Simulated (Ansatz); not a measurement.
# BN: the cell at several levels of theory, part 2 of 2

Ansatz 0.2.0, plane waves.

### 3 r2SCAN: cell and atoms

The cell of step 2 is the starting point.

The input, input.yaml:

```yaml
crystal:
  lattice:
    - [2.5544338113, 0.0, 0.0]
    - [-1.2772169057, 2.2122045728, 0.0]
    - [0.0, 0.0, 4.2244270384]
  atoms:
    - { symbol: B, position: [0.3333333333, 0.6666666667, 0.0001896167] }
    - { symbol: B, position: [0.6666666667, 0.3333333333, 0.5001896167] }
    - { symbol: "N", position: [0.3333333333, 0.6666666667, 0.3748103833] }
    - { symbol: "N", position: [0.6666666667, 0.3333333333, 0.8748103833] }
kpoints:
  mp_grid: { grid: [12, 12, 6] }
hamiltonian:
  xc: r2scan
scf:
  occupations: { method: fermi_dirac, width: 0.02 }
relax:
  f_tol: 0.005
  cell: {}
```

On the command line:

```sh
> ansatz run input.yaml --threads 2 --pin off --max-ram 2211MiB --backend cpu --events-out ev --progress --plain --runs-dir out
```

The program printed:

```text
Warning: RAYON_NUM_THREADS=2 ignored (pool sized by the plan → 2); use --threads N
Engine: ansatz 0.2.0, aarch64-unknown-linux-gnu
Pseudopotentials: kind: paw
Pseudopotential: B, paw, valence charge 3, recommended cutoff 500 eV (meta_gga), B.paw.azcp
Pseudopotential: N, paw, valence charge 5, recommended cutoff 500 eV (meta_gga), N.paw.azcp
Functional definition: r2SCAN
  parameter k0 = 0.174
  parameter k1 = 0.065
  parameter a1 = 4.9479
  exchange = r2scan_x(k0 = k0, k1 = k1, a1 = a1)
  correlation = r2scan_c
Crystal: 4 atoms, lattice volume = 23.872 Å³
Basis set: ecut = 500 eV, 591 PW (Γ), exchange–correlation on 80×80×128 points (64 copies of the dense FFT grid, shifted against one another)
Bands: 12, of which v1, the nominal top of the filled ones, is band 8 counted from 1 (7 counted from 0)
Symmetry: 12 space group operations
Space group: P63mc (ITA 186), of the structure as read, at distance tolerance 2.9e-5 Å
k-points: 76 of 864 (time reversal used)
Non-local potential: B, projectors of the file, l = 0: 2, l = 1: 2, l = 2: 1
Non-local potential: N, projectors of the file, l = 0: 2, l = 1: 2, l = 2: 1
PAW form: soft (Blöchl's): semilocal exchange-correlation on the pseudo side does not see the compensation charge
PAW frozen core: B, regenerated for the run's functional (the file was generated under x = pbe(κ = 0.804, μ = 0.2195149727645171), c = pbe(β = 0.06672455060314922))
PAW frozen core: N, regenerated for the run's functional (the file was generated under x = pbe(κ = 0.804, μ = 0.2195149727645171), c = pbe(β = 0.06672455060314922))
PAW one-centre angular grid: B, 302 points (default); XC on 160 Gauss nodes
PAW one-centre angular grid: N, 302 points (default); XC on 160 Gauss nodes
Initial density: superposition of atomic densities (neutral atoms: chi_scale 0, normalization atom), corrected by the library's trained network
Initial wavefunctions: pseudopotential atomic-orbital guess
Functional: x = r2scan, c = r2scan; τ floored in thin density (d = 2e-4 eV/Å³)
SCF iter   1: F=—  HF=-1087.746799 eV  |F-HF|=—  |Δ(HF+E_count)|=         —  Δρ=1.02e-2  dr2=1.67e-2  dr2_τ=6.27e-1  ethr=1.77e-3  ⟨swp⟩=5.6  Hψ=5485  notcnv=0
preconditioner: auto → none  [insulator: Δε(μ)=5.755 eV  Ē_g=18.673 eV  σ=0.020 eV  W_gap=1.00  n_scr=2 (ndim 8)  ℏωp=30.4 eV  f_vac=0.000  D(μ)=0.00/eV (n_scr^D=0)  ε∞_Penn≈3.7]
SCF iter   2: F=—  HF=-1087.931501 eV  |F-HF|=—  |Δ(HF+E_count)|=   1.85e-1  Δρ=6.34e-3  dr2=3.79e-3  dr2_τ=2.61e-4  ethr=1.04e-4  ⟨swp⟩=3.0  Hψ=2682  notcnv=0
SCF iter   3: F=—  HF=-1087.931926 eV  |F-HF|=—  |Δ(HF+E_count)|=   4.25e-4  Δρ=5.49e-4  dr2=3.02e-5  dr2_τ=4.18e-5  ethr=2.37e-5  ⟨swp⟩=3.0  Hψ=1804  notcnv=0
SCF iter   4: F=—  HF=-1087.931940 eV  |F-HF|=—  |Δ(HF+E_count)|=   1.41e-5  Δρ=1.08e-4  dr2=1.15e-6  dr2_τ=1.48e-7  ethr=1.89e-7  ⟨swp⟩=2.3  Hψ=1520  notcnv=0
SCF iter   5: F=—  HF=-1087.931941 eV  |F-HF|=—  |Δ(HF+E_count)|=   3.99e-7  Δρ=4.42e-5  dr2=3.98e-7  dr2_τ=2.35e-8  ethr=7.18e-9  ⟨swp⟩=2.0  Hψ=1517  notcnv=0
SCF iter   6: F=-1087.931941 eV  HF=-1087.931941 eV  |F-HF|=9.40e-10  |Δ(HF+E_count)|=   3.83e-8  Δρ=5.97e-6  dr2=2.21e-9  dr2_τ=4.70e-10  ethr=6.25e-10  ⟨swp⟩=2.9  Hψ=3471  notcnv=0
SCF 1 converged in 6 iterations: F = -1087.931941 eV  dr2 = 2.21e-9
relax step   1: F+E_penalty+E_count = -1087.93194077 eV  Δ(F+E_penalty+E_count) = +0.000e0 eV  max|allowed force component| = 7.204e-3 eV/Å  Δτ_max = 0.0000 Å  P = -4.661 GPa  Ω = 23.872 Å³  (6 SCF iters, dr2 threshold 1.00e-7 eV, accepted)
Crystal: 4 atoms, lattice volume = 23.700 Å³
Initial density: handed on by an earlier stage of this run
Initial wavefunctions: those handed on with the density
iter 1 solved again at ethr=3.82e-6 eV; its pass at ethr=3.10e-3 eV (dr2=6.11e-4 eV) is discarded
SCF iter   1: F=—  HF=-1087.935151 eV  |F-HF|=—  |Δ(HF+E_count)|=         —  Δρ=1.63e-3  dr2=5.57e-4  dr2_τ=6.61e-4  ethr=3.82e-6  ⟨swp⟩=1.5  Hψ=5898  notcnv=0
automatic band count: iteration 1 solves 11 bands in place of 12: the levels show a gap, and the empty bands left out lie too high to hold charge; the band table lists the bands solved (type scf.n_extra_bands for more)
preconditioner: auto → none  [insulator: Δε(μ)=5.771 eV  Ē_g=18.104 eV  σ=0.020 eV  W_gap=1.00  n_scr=2 (ndim 8)  ℏωp=30.5 eV  f_vac=0.000  D(μ)=0.00/eV (n_scr^D=0)  ε∞_Penn≈3.8]
SCF iter   2: F=—  HF=-1087.935551 eV  |F-HF|=—  |Δ(HF+E_count)|=   4.01e-4  Δρ=6.15e-4  dr2=7.01e-5  dr2_τ=1.14e-5  ethr=3.48e-6  ⟨swp⟩=2.0  Hψ=1543  notcnv=0
SCF iter   3: F=—  HF=-1087.935549 eV  |F-HF|=—  |Δ(HF+E_count)|=   2.82e-6  Δρ=1.70e-4  dr2=5.97e-6  dr2_τ=1.28e-6  ethr=4.38e-7  ⟨swp⟩=2.0  Hψ=1367  notcnv=0
SCF iter   4: F=-1087.935548 eV  HF=-1087.935548 eV  |F-HF|=3.39e-8  |Δ(HF+E_count)|=   2.91e-7  Δρ=3.67e-5  dr2=1.27e-7  dr2_τ=1.92e-8  ethr=2.50e-9  ⟨swp⟩=3.0  Hψ=3655  notcnv=0
SCF 2 converged in 4 iterations: F = -1087.935548 eV  dr2 = 1.27e-7
relax step   2: F+E_penalty+E_count = -1087.93554833 eV  Δ(F+E_penalty+E_count) = -3.608e-3 eV  max|allowed force component| = 4.303e-3 eV/Å  Δτ_max = 0.0001 Å  P = -1.919 GPa  Ω = 23.700 Å³  energy of the carried Pulay correction = +7.325e-5 eV  (4 SCF iters, dr2 threshold 4.00e-7 eV, accepted)
Crystal: 4 atoms, lattice volume = 23.582 Å³
iter 1 solved again at ethr=1.82e-6 eV; its pass at ethr=3.10e-3 eV (dr2=2.91e-4 eV) is discarded
SCF iter   1: F=—  HF=-1087.936106 eV  |F-HF|=—  |Δ(HF+E_count)|=         —  Δρ=1.13e-3  dr2=2.65e-4  dr2_τ=3.21e-4  ethr=1.82e-6  ⟨swp⟩=1.4  Hψ=5888  notcnv=0
automatic band count: iteration 1 solves 11 bands in place of 12: the levels show a gap, and the empty bands left out lie too high to hold charge; the band table lists the bands solved (type scf.n_extra_bands for more)
preconditioner: auto → none  [insulator: Δε(μ)=5.761 eV  Ē_g=18.158 eV  σ=0.020 eV  W_gap=1.00  n_scr=2 (ndim 8)  ℏωp=30.6 eV  f_vac=0.000  D(μ)=0.00/eV (n_scr^D=0)  ε∞_Penn≈3.8]
SCF iter   2: F=—  HF=-1087.936306 eV  |F-HF|=—  |Δ(HF+E_count)|=   2.00e-4  Δρ=4.32e-4  dr2=3.40e-5  dr2_τ=5.38e-6  ethr=1.66e-6  ⟨swp⟩=2.0  Hψ=1379  notcnv=0
SCF iter   3: F=—  HF=-1087.936304 eV  |F-HF|=—  |Δ(HF+E_count)|=   1.23e-6  Δρ=1.18e-4  dr2=2.82e-6  dr2_τ=6.22e-7  ethr=2.13e-7  ⟨swp⟩=2.0  Hψ=1371  notcnv=0
SCF iter   4: F=-1087.936304 eV  HF=-1087.936304 eV  |F-HF|=1.61e-8  |Δ(HF+E_count)|=   8.62e-8  Δρ=2.59e-5  dr2=6.31e-8  dr2_τ=9.65e-9  ethr=2.50e-9  ⟨swp⟩=4.9  Hψ=3205  notcnv=0
SCF 3 converged in 4 iterations: F = -1087.936304 eV  dr2 = 6.31e-8
relax step   3: F+E_penalty+E_count = -1087.93630418 eV  Δ(F+E_penalty+E_count) = -7.559e-4 eV  max|allowed force component| = 2.887e-4 eV/Å  Δτ_max = 0.0000 Å  P = +0.028 GPa  Ω = 23.582 Å³  energy of the carried Pulay correction = +1.242e-4 eV  (4 SCF iters, dr2 threshold 4.00e-7 eV, accepted)
Crystal: 4 atoms, lattice volume = 23.583 Å³
iter 1 solved again at ethr=1.47e-9 eV; its pass at ethr=3.10e-3 eV (dr2=2.36e-7 eV) is discarded
SCF iter   1: F=—  HF=-1087.936304 eV  |F-HF|=—  |Δ(HF+E_count)|=         —  Δρ=4.15e-5  dr2=2.31e-7  dr2_τ=1.21e-7  ethr=1.47e-9  ⟨swp⟩=2.6  Hψ=6281  notcnv=0
automatic band count: iteration 1 solves 11 bands in place of 12: the levels show a gap, and the empty bands left out lie too high to hold charge; the band table lists the bands solved (type scf.n_extra_bands for more)
preconditioner: auto → none  [insulator: Δε(μ)=5.752 eV  Ē_g=18.152 eV  σ=0.020 eV  W_gap=1.00  n_scr=2 (ndim 8)  ℏωp=30.6 eV  f_vac=0.000  D(μ)=0.00/eV (n_scr^D=0)  ε∞_Penn≈3.8]
SCF iter   2: F=—  HF=-1087.936304 eV  |F-HF|=—  |Δ(HF+E_count)|=   1.03e-8  Δρ=1.26e-5  dr2=2.00e-8  dr2_τ=5.39e-9  ethr=1.44e-9  ⟨swp⟩=2.0  Hψ=1331  notcnv=0
SCF iter   3: F=-1087.936304 eV  HF=-1087.936304 eV  |F-HF|=3.14e-10  |Δ(HF+E_count)|=   2.16e-9  Δρ=4.88e-6  dr2=2.34e-9  dr2_τ=4.61e-10  ethr=6.81e-11  ⟨swp⟩=4.0  Hψ=2954  notcnv=0
SCF 4 converged in 3 iterations: F = -1087.936304 eV  dr2 = 2.34e-9
relax step   4: F+E_penalty+E_count = -1087.93630371 eV  Δ(F+E_penalty+E_count) = +4.716e-7 eV  max|allowed force component| = 6.925e-4 eV/Å  Δτ_max = 0.0000 Å  P = -0.002 GPa  Ω = 23.583 Å³  energy of the carried Pulay correction = +1.235e-4 eV  (3 SCF iters, dr2 threshold 1.09e-8 eV, accepted)
Initial wavefunctions: pseudopotential atomic-orbital guess (no wavefunctions were taken with the density)
iter 1 solved again at ethr=3.19e-8 eV; its pass at ethr=3.10e-3 eV (dr2=5.10e-6 eV) is discarded
SCF iter   1: F=—  HF=-1087.936181 eV  |F-HF|=—  |Δ(HF+E_count)|=         —  Δρ=2.83e-5  dr2=1.86e-8  dr2_τ=5.52e-8  ethr=3.19e-8  ⟨swp⟩=3.1  Hψ=8120  notcnv=0
preconditioner: auto → none  [insulator: Δε(μ)=5.752 eV  Ē_g=18.797 eV  σ=0.020 eV  W_gap=1.00  n_scr=2 (ndim 8)  ℏωp=30.6 eV  f_vac=0.000  D(μ)=0.00/eV (n_scr^D=0)  ε∞_Penn≈3.6]
SCF iter   2: F=—  HF=-1087.936182 eV  |F-HF|=—  |Δ(HF+E_count)|=   1.97e-7  Δρ=1.41e-5  dr2=4.58e-9  dr2_τ=5.39e-9  ethr=1.16e-10  ⟨swp⟩=2.2  Hψ=1499  notcnv=0
SCF iter   3: F=-1087.936182 eV  HF=-1087.936182 eV  |F-HF|=3.05e-11  |Δ(HF+E_count)|=   1.48e-8  Δρ=3.81e-7  dr2=7.40e-12  dr2_τ=6.45e-12  ethr=1.00e-12  ⟨swp⟩=3.1  Hψ=3963  notcnv=0
SCF 5 converged in 3 iterations: F = -1087.936182 eV  dr2 = 7.40e-12
relax step   5: F+E_penalty+E_count = -1087.93618156 eV  Δ(F+E_penalty+E_count) = +1.222e-4 eV  max|allowed force component| = 6.777e-4 eV/Å  Δτ_max = 0.0000 Å  P = +0.000 GPa  Ω = 23.583 Å³  stress off target by 1.52e-2 GPa  SCF on the basis re-selected at this cell (its energy is not comparable with the rows above)  (3 SCF iters)
basis re-selected at this cell: Δ(F+E_penalty+E_count) = +1.222e-4 eV, ΔP = +0.002 GPa vs the last step (what re-selecting the basis moved, of the pressure what is left beyond the Pulay correction that the steps carried, after the strain that the cell walked since its last selection, with what the two solves' SCF thresholds leave and, on support functions, any second-order correction that the steps lacked; it is no measure of the basis error at this ecutwfc). This SCF's stress stands 1.52e-2 GPa from its target on what of the cell is left free (relax.cell.stress_tol is 5.00e-2 GPa) and its largest allowed force component is 6.78e-4 eV/Å (relax.f_tol is 5.00e-3 eV/Å): within both
SCF converged after 3 iterations
Free energy (F): -1087.936182 eV
Harris-Foulkes:  -1087.936182 eV  (|F-HF|=3.05e-11)
Internal energy: -1087.936182 eV  (E = F + TS)
E sigma→0 (E₀):  -1087.936182 eV
Fermi energy:    14.074448 eV
--- Per-component energies (eV) ---
  E_band       = 44.226612
  E_kinetic    = 372.201651
  E_local      = -351.987137  (includes V_loc(G=0)·N_el)
  E_nonlocal   = 111.777043
  E_hartree    = 100.087100
  E_xc         = -184.708071
  E_vxc        = -255.648812  (∫ρ·V_xc dr)
  E_paw        = -418.941912  (= ΣΔE_a)
  E_vpaw       = -46.290871  (= ΣTr[D̂ρ^β])
  E_aug_tail   = 0.000040  (compensation charges beyond the density's cutoff)
  E_vtau       = 14.000524  (kinetic-family band-sum trace: ∫τ·v_τ [+ j·A + Jᵃ·Aᵃ] dr)
  E_ewald      = -716.268883
  E_core_change = -0.096013  (= ΣΔE_core)
  E_smearing   = -0.000000  (= −TS)
  E_closure    = 0.000000  (closes the sum)
  Σ components = -1087.936182   (vs F -1087.936182, Δ=0.00e0)
--- Forces (eV/Å), atoms counted from 1 ---
  atom   1  B     -0.00000000    -0.00000000    -0.00067335
  atom   2  B      0.00000000     0.00000000    -0.00067335
  atom   3  N      0.00000000     0.00000000     0.00068213
  atom   4  N     -0.00000000    -0.00000000     0.00068213
  max |Σ_I F_I| component: 1.76e-5 eV/Å
--- Stress (GPa, compression-positive) ---
        0.008059       0.000000      -0.000000
        0.000000       0.008059       0.000000
       -0.000000       0.000000      -0.015181
  P = ⅓ Tr σ = 0.0003 GPa (0.003 kbar)
--- Relaxed structure (4 steps of the walk, 4 accepted, 1 SCFs on fresh bases) ---
  F+E_penalty+E_count = -1087.93618156 eV   max|allowed force component| = 6.777e-4 eV/Å   (the final SCF, on the basis selected at the relaxed cell)
  cell:  # Å, volume = 23.5833 Å³
    - [2.543950016068276, 2.874906870153365e-11, 4.0935097093778995e-34]
    - [-1.2719750080590355, 2.203125339858584, -7.595581044502927e-34]
    - [6.769693159532078e-34, -1.0596041467093688e-33, 4.207815301011957]
  atoms:
    - { symbol: B, position: [0.33333333333333337, 0.6666666666666666, 0.0002034636264613461] }
    - { symbol: B, position: [0.6666666666666667, 0.3333333333333333, 0.5002034636264612] }
    - { symbol: N, position: [0.33333333333333337, 0.6666666666666666, 0.37479653637353855] }
    - { symbol: N, position: [0.6666666666666667, 0.3333333333333333, 0.8747965363735388] }
```

It took 10 s on 2 threads of Arm Neoverse V1, shared host; peak memory 0.38 GiB.

Ionic steps:

| step | energy change (meV/atom) | largest force (eV/Å) | pressure (GPa) | volume (Å³/atom) |
| --- | --- | --- | --- | --- |
| 1 | 0.0 | 0.0072 | -4.66 | 5.968 |
| 2 | -0.9 | 0.0043 | -1.92 | 5.925 |
| 3 | -1.1 | 0.0003 | 0.03 | 5.895 |
| 4 | -1.1 | 0.0007 | 0.00 | 5.896 |
| 5 | -1.1 | 0.0007 | 0.00 | 5.896 |

The table lists every geometry solved, with passes on a fresh basis, whose energies don't compare exactly with the rows above.

|  | before | after | change |
| --- | --- | --- | --- |
| a (Å) | 2.554 | 2.544 | -0.41 % |
| c (Å) | 4.224 | 4.208 | -0.39 % |
| volume (Å³/atom) | 5.968 | 5.896 | -1.21 % |
| shortest distance (Å) | 1.567 | 1.561 | -0.41 % |
| space group | P6_3mc | P6_3mc | same |

### 4 Results

The summary covers parts 1 to 2.

| level | a (Å) | c (Å) | volume (Å³/atom) | space group | SCF geometries |
| --- | --- | --- | --- | --- | --- |
| PBE | 2.554 | 4.224 | 5.968 | P6_3mc | 11 |
| r2SCAN | 2.544 | 4.208 | 5.896 | P6_3mc | 5 |

**Reading.** From the start to the first minimum the volume moved by +24.6 %. r2SCAN gives the smallest cell and PBE the largest; they differ by 1.2 % in volume, a mean of 0.4 % in length.
